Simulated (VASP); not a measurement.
The system is HgSe.

```
Hg Se
1.0
     0.00000    3.03900    3.03900
     3.03900    0.00000    3.03900
     3.03900    3.03900    0.00000
Hg Se
1 1
Direct
  0.00000 0.00000 0.00000
  0.25000 0.25000 0.25000
```

* Program: VASP 6.6.1
* Task: relaxation of cell and atoms
* Functional: PBEsol
* Potentials or basis: VASP PAW PBE potentials, release 64 (Hg, Se)
* Cutoff: 600 eV
* k mesh: 10 × 10 × 10
* Occupations: gaussian, width 0.03 eV
* Spin: no spin polarisation

At the start: pressure 1.9 GPa; volume 28.07 Å³/atom.

Q: Where does the relaxation end?

A: Over 3 steps the energy falls by 5.3 meV/atom and the volume is 29.01 Å³/atom (+3.4 %); space group F-43m (No. 216, to 0.05 Å).

The path:
```tsv
step	energy change (eV)	largest force (eV/Å)	pressure (GPa)	volume (Å³)
1	0.0000	0.0000	1.85	56.13
2	-0.0090	0.0000	-0.67	58.81
3	-0.0106	0.0000	0.00	58.03
```

Final structure:
```
Hg Se
1.0
     0.00000    3.07281    3.07281
     3.07281    0.00000    3.07281
     3.07281    3.07281    0.00000
Hg Se
1 1
Direct
  0.00000 0.00000 0.00000
  0.25000 0.25000 0.25000
```

Caveat: the PAW data sets were made with another functional, which shifts forces and pressure a little.
